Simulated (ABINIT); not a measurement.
# Sn (Pm-3m) in ABINIT: single point with LDA

Aim: the single point of Sn with LDA.

Program: ABINIT 10.8.3 (patched build). These are calculated values, not measurements. Logs are shortened: lines on timing, memory, paths and dates and some standing lists are left out, and cuts for length are marked. The log counts tension as positive stress, the text compression.

## (1) The crystal as given

Symmetry: Pm-3m, No. 221, cubic system. The conventional cell has a = 4.558 Å, b = 4.558 Å, c = 4.558 Å, α = 90.00°, β = 90.00°, γ = 90.00°. Sn (site symmetry 4/mmm) is surrounded by 8 Sn at 3.22 Å.

The cell was built by a generator and needn't be a form met in nature.

## (2) Single point, LDA

run.abi

```
pp_dirpath "./"
pseudos "Sn.hgh"

acell 4.55816 4.55816 4.55816 Angstrom
rprim
     1.0000000000     0.0000000000     0.0000000000
     0.0000000000     1.0000000000     0.0000000000
     0.0000000000     0.0000000000     1.0000000000
ntypat 1
znucl 50
natom 3
typat 1 1 1
xcart
     4.3068370161     0.0000000000     0.0000000000
     0.0000000000     4.3068370161     0.0000000000
     0.0000000000     0.0000000000     4.3068370161

ecut 380.959407 eV

kptopt 1
ngkpt 4 4 4
nshiftk 1
shiftk 0.0 0.0 0.0

ixc 7

nband 10
occopt 3
tsmear 0.05 eV

nstep 100
tolvrs 1.0e-10

iomode 3
prtwf 0
prteig 0
prtebands 0
enunit 2
prtvol 2
prtden 1
prtvha 1
prtvclmb 1
prtpot 1
prtelf 1
```

Potentials or basis: HGH LDA.

The run is started by

```console
$ abinit run.abi > log 2>&1
```

run.abo:

```text
.Version 10.8.3 of ABINIT
 Symmetries : space group Pm -3 m (#221); Bravais cP (primitive cubic)
================================================================================
 Values of the parameters that define the memory need of the present run
     intxc =       0    ionmov =       0      iscf =       7    lmnmax =       6
     lnmax =       6     mgfft =      30  mpssoang =       3    mqgrid =    3001
     natom =       3  nloc_mem =       1    nspden =       1   nspinor =       1
    nsppol =       1      nsym =      48    n1xccc =       0    ntypat =       1
    occopt =       3   xclevel =       1
       mpw =        1611          nfft =       27000          nkpt =          10
================================================================================
================================================================================

--------------------------------------------------------------------------------
------------- Echo of variables that govern the present computation ------------
--------------------------------------------------------------------------------
 -outvars: echo values of preprocessed input variables --------
            acell      8.6136740381E+00  8.6136740381E+00  8.6136740381E+00 Bohr
              amu      1.18710000E+02
             ecut      1.40000000E+01 Hartree
           enunit           2
              ixc           7
         kptrlatt        4    0    0      0    4    0      0    0    4
          kptrlen      3.44546962E+01
            natom           3
            nband          10
            ngfft          30      30      30
             nkpt          10
            nstep         100
             nsym          48
           ntypat           1
           occopt           3
        prtebands           0
           prteig           0
           prtelf           1
           prtpot           1
         prtvclmb           1
           prtvha           1
           prtvol           2
            prtwf           0
          spgroup         221
           tolvrs      1.00000000E-10
           tsmear      1.83746611E-03 Hartree
            typat      1  1  1
           xangst      2.2790799995E+00 -5.1751911266E-10 -5.1751911266E-10
                      -5.1751911266E-10  2.2790799995E+00 -5.1751911266E-10
                      -5.1751911266E-10 -5.1751911266E-10  2.2790799995E+00
            xcart      4.3068370181E+00 -9.7796938784E-10 -9.7796938784E-10
                      -9.7796938784E-10  4.3068370181E+00 -9.7796938784E-10
                      -9.7796938784E-10 -9.7796938784E-10  4.3068370181E+00
             xred      4.9999999989E-01 -1.1353684659E-10 -1.1353684659E-10
                      -1.1353684659E-10  4.9999999989E-01 -1.1353684659E-10
                      -1.1353684659E-10 -1.1353684659E-10  4.9999999989E-01
            znucl       50.00000

================================================================================

 chkinp: Checking input parameters for consistency.

================================================================================
== DATASET  1 ==================================================================

--- !DatasetInfo
iteration_state: {dtset: 1, }
dimensions: {natom: 3, nkpt: 10, mband: 10, nsppol: 1, nspinor: 1, nspden: 1, mpw: 1611, }
cutoff_energies: {ecut:  14.0, pawecutdg:  -1.0, }
electrons: {nelect:   1.20000000E+01, charge:   0.00000000E+00, occopt:   3.00000000E+00, tsmear:   1.83746611E-03, }
meta: {optdriver: 0, ionmov: 0, optcell: 0, iscf: 7, paral_kgb: 0, }
...

 Exchange-correlation functional for the present dataset will be:
  LDA: Perdew-Wang 92 LSD fit to Ceperley-Alder data - ixc=7
  J.P.Perdew and Y.Wang, PRB 45, 13244 (1992)

 Real(R)+Recip(G) space primitive vectors, cartesian coordinates (Bohr,Bohr^-1):
 R(1)=  8.6136740  0.0000000  0.0000000  G(1)=  0.1160945  0.0000000  0.0000000
 R(2)=  0.0000000  8.6136740  0.0000000  G(2)=  0.0000000  0.1160945  0.0000000
 R(3)=  0.0000000  0.0000000  8.6136740  G(3)=  0.0000000  0.0000000  0.1160945
 Unit cell volume ucvol=  6.3909482E+02 bohr^3
 Angles (23,13,12)=  9.00000000E+01  9.00000000E+01  9.00000000E+01 degrees

 getcut: wavevector=  0.0000  0.0000  0.0000  ngfft=  30  30  30
         ecut(hartree)=     14.000   => boxcut(ratio)=   2.06778

--- Pseudopotential description ------------------------------------------------
- pspini: atom type   1  psp file is ./Sn.hgh
    3    1    2    0      2001   0.00000      pspcod,pspxc,lmax,lloc,mmax,r2well

 pspatm : COMMENT -
  the projectors are not normalized,
  so that the KB energies are not consistent with
  definition in PRB44, 8503 (1991).
  However, this does not influence the results obtained hereafter.
[... 130 lines left out ...]
    2     -0.00000000000000    -0.00000000000000    -0.00000000000000
    3     -0.00000000000000    -0.00000000000000    -0.00000000000000
 frms,max,avg= 0.0000000E+00 0.0000000E+00   0.000E+00  0.000E+00  0.000E+00 h/b

 cartesian forces (eV/Angstrom) at end:
    1     -0.00000000000000    -0.00000000000000    -0.00000000000000
    2     -0.00000000000000    -0.00000000000000    -0.00000000000000
    3     -0.00000000000000    -0.00000000000000    -0.00000000000000
 frms,max,avg= 0.0000000E+00 0.0000000E+00   0.000E+00  0.000E+00  0.000E+00 e/A
 length scales=  8.613674038068  8.613674038068  8.613674038068 bohr
              =  4.558160000000  4.558160000000  4.558160000000 angstroms
 Fermi (or HOMO) energy (hartree) =   0.04458   Average Vxc (hartree)=  -0.29670
 Eigenvalues (hartree) for nkpt=  10  k points:
 kpt#   1, nband= 10, wtk=  0.01563, kpt=  0.0000  0.0000  0.0000 (reduced coord)
  -0.34122   -0.10548   -0.10548   -0.04522   -0.04522   -0.04522    0.13725    0.16978
   0.16978    0.16978
      occupation numbers for kpt#   1
   2.00000    2.00000    2.00000    2.00000    2.00000    2.00000    0.00000    0.00000
   0.00000    0.00000
 kpt#   2, nband= 10, wtk=  0.09375, kpt=  0.2500  0.0000  0.0000 (reduced coord)
  -0.32604   -0.18392   -0.09838   -0.02908   -0.02908    0.02832    0.11916    0.12479
   0.12479    0.18374
      occupation numbers for kpt#   2
   2.00000    2.00000    2.00000    2.00000    2.00000    1.99971    0.00000    0.00000
   0.00000    0.00000
 kpt#   3, nband= 10, wtk=  0.04688, kpt=  0.5000  0.0000  0.0000 (reduced coord)
  -0.29711   -0.24348   -0.08982   -0.00165   -0.00165    0.07227    0.07227    0.08337
   0.09837    0.10673
      occupation numbers for kpt#   3
   2.00000    2.00000    2.00000    2.00000    2.00000    0.00000    0.00000    0.00000
[... 28 lines left out ...]
      occupation numbers for kpt#   8
   2.00000    2.00000    2.00000    2.00000    2.00000    2.00000    0.10411    0.00000
   0.00000    0.00000
 kpt#   9, nband= 10, wtk=  0.09375, kpt=  0.5000  0.5000  0.2500 (reduced coord)
  -0.22413   -0.20749   -0.20749   -0.06871   -0.06755   -0.01088   -0.01088    0.17479
   0.20176    0.24059
      occupation numbers for kpt#   9
   2.00000    2.00000    2.00000    2.00000    2.00000    2.00000    2.00000    0.00000
   0.00000    0.00000
 kpt#  10, nband= 10, wtk=  0.01563, kpt=  0.5000  0.5000  0.5000 (reduced coord)
  -0.19205   -0.19205   -0.19205   -0.13508   -0.06031   -0.06031   -0.06031    0.13450
   0.30713    0.30713
      occupation numbers for kpt#  10
   2.00000    2.00000    2.00000    2.00000    2.00000    2.00000    2.00000    0.00000
   0.00000    0.00000
 Fermi (or HOMO) energy (eV) =   1.21308   Average Vxc (eV)=  -8.07367
 Eigenvalues (   eV  ) for nkpt=  10  k points:
 kpt#   1, nband= 10, wtk=  0.01563, kpt=  0.0000  0.0000  0.0000 (reduced coord)
  -9.28497   -2.87022   -2.87022   -1.23040   -1.23040   -1.23040    3.73484    4.61998
   4.61998    4.61998
 kpt#   2, nband= 10, wtk=  0.09375, kpt=  0.2500  0.0000  0.0000 (reduced coord)
  -8.87207   -5.00460   -2.67713   -0.79144   -0.79144    0.77058    3.24241    3.39579
   3.39579    4.99974
 kpt#   3, nband= 10, wtk=  0.04688, kpt=  0.5000  0.0000  0.0000 (reduced coord)
  -8.08486   -6.62539   -2.44413   -0.04495   -0.04495    1.96646    1.96646    2.26865
   2.67680    2.90425
 kpt#   4, nband= 10, wtk=  0.18750, kpt=  0.2500  0.2500  0.0000 (reduced coord)
  -8.45368   -5.03079   -4.21057   -0.37097   -0.33659    0.92053    2.47437    3.22669
   4.43221    4.59509
 kpt#   5, nband= 10, wtk=  0.18750, kpt=  0.5000  0.2500  0.0000 (reduced coord)
  -7.63421   -6.33627   -4.11666   -0.75917    0.47676    0.54070    2.15579    2.82630
   4.08060    4.48282
 kpt#   6, nband= 10, wtk=  0.04688, kpt=  0.5000  0.5000  0.0000 (reduced coord)
  -6.55090   -5.95277   -5.95277   -2.06410    1.21905    1.72722    2.37754    2.37754
   3.12041    3.12041
 kpt#   7, nband= 10, wtk=  0.12500, kpt=  0.2500  0.2500  0.2500 (reduced coord)
  -8.03179   -4.73712   -4.73712   -2.23858    0.57221    0.57221    1.77954    3.35856
   3.35856    6.16216
 kpt#   8, nband= 10, wtk=  0.18750, kpt=  0.5000  0.2500  0.2500 (reduced coord)
  -7.18667   -6.04143   -4.34262   -1.89006   -0.67247   -0.41532    1.35817    3.82323
   5.84274    5.93789
 kpt#   9, nband= 10, wtk=  0.09375, kpt=  0.5000  0.5000  0.2500 (reduced coord)
  -6.09891   -5.64607   -5.64607   -1.86965   -1.83814   -0.29601   -0.29601    4.75632
   5.49013    6.54685
 kpt#  10, nband= 10, wtk=  0.01563, kpt=  0.5000  0.5000  0.5000 (reduced coord)
  -5.22591   -5.22591   -5.22591   -3.67573   -1.64110   -1.64110   -1.64110    3.65998
   8.35739    8.35739
 Total charge density [el/Bohr^3]
)     Maximum=    3.9120E-02  at reduced coord.    0.0000    0.3333    0.8667
)Next maximum=    3.9120E-02  at reduced coord.    0.3333    0.0000    0.8667
)     Minimum=    2.3228E-05  at reduced coord.    0.5000    0.0000    0.0000
)Next minimum=    2.3228E-05  at reduced coord.    0.0000    0.5000    0.0000
   Integrated=    1.2000E+01

--- !EnergyTerms
iteration_state     : {dtset: 1, }
comment             : Components of total free energy in Hartree
kinetic             :  3.44105463377814E+00
hartree             :  5.03217221634167E-01
xc                  : -3.04357800512212E+00
Ewald energy        : -1.11515913647472E+01
psp_core            :  1.42404620974512E+00
local_psp           : -2.18313195972142E+00
non_local_psp       :  3.14825910007899E-01
internal            : -1.06951573544254E+01
'-kT*entropy'       : -2.74244559545612E-04
total_energy        : -1.06954315989850E+01
total_energy_eV     : -2.91037520307450E+02
band_energy         : -1.38637923203652E+00
...

 Cartesian components of stress tensor (hartree/bohr^3)
  sigma(1 1)=  1.38630764E-04  sigma(3 2)=  0.00000000E+00
  sigma(2 2)=  1.38630764E-04  sigma(3 1)=  0.00000000E+00
  sigma(3 3)=  1.38630764E-04  sigma(2 1)=  0.00000000E+00

-Cartesian components of stress tensor (GPa)         [Pressure= -4.0787E+00 GPa]
- sigma(1 1)=  4.07865788E+00  sigma(3 2)=  0.00000000E+00
- sigma(2 2)=  4.07865788E+00  sigma(3 1)=  0.00000000E+00
- sigma(3 3)=  4.07865788E+00  sigma(2 1)=  0.00000000E+00

== END DATASET(S) ==============================================================
================================================================================

 -outvars: echo values of variables after computation  --------
            acell      8.6136740381E+00  8.6136740381E+00  8.6136740381E+00 Bohr
           etotal     -1.0695431599E+01
            fcart     -0.0000000000E+00 -0.0000000000E+00 -0.0000000000E+00
                      -0.0000000000E+00 -0.0000000000E+00 -0.0000000000E+00
                      -0.0000000000E+00 -0.0000000000E+00 -0.0000000000E+00
           strten      1.3863076360E-04  1.3863076360E-04  1.3863076360E-04
                       0.0000000000E+00  0.0000000000E+00  0.0000000000E+00
           xangst      2.2790799995E+00 -5.1751911266E-10 -5.1751911266E-10
                      -5.1751911266E-10  2.2790799995E+00 -5.1751911266E-10
                      -5.1751911266E-10 -5.1751911266E-10  2.2790799995E+00
             xred      4.9999999989E-01 -1.1353684659E-10 -1.1353684659E-10
                      -1.1353684659E-10  4.9999999989E-01 -1.1353684659E-10
                      -1.1353684659E-10 -1.1353684659E-10  4.9999999989E-01
 Calculation completed.
```

Run time: 3.2 s. Hardware: 1 thread of Arm Neoverse V1, shared host; peak memory 0.06 GiB.

What came out:

| Item | Value |
| --- | --- |
| Free energy | -291.0375 eV |
| Pressure | -4.1 GPa |
| Band gap on the k mesh | none (metal or under the smearing width) |
| Valence electrons inside the program's atomic spheres | Sn 0.98 (radii [1.0584] Å) |

Levels at points of the mesh, in eV from the Fermi level:
| k point | band 2 | band 3 | band 4 | band 5 | band 6 | band 7 | band 8 | band 9 | band 10 |
| --- | --- | --- | --- | --- | --- | --- | --- | --- | --- |
| (0.00, 0.00, 0.00) | -4.08 | -4.08 | -2.44 | -2.44 | -2.44 | 2.52 | 3.41 | 3.41 | 3.41 |
| (0.50, 0.00, 0.00) | -7.84 | -3.66 | -1.26 | -1.26 | 0.75 | 0.75 | 1.06 | 1.46 | 1.69 |
| (0.50, 0.50, 0.00) | -7.17 | -7.17 | -3.28 | 0.01 | 0.51 | 1.16 | 1.16 | 1.91 | 1.91 |
| (0.50, 0.50, 0.50) | -6.44 | -6.44 | -4.89 | -2.85 | -2.85 | -2.85 | 2.45 | 7.14 | 7.14 |

Caveat: HGH potentials are hard and often keep d shells in the core, so these values are rough.
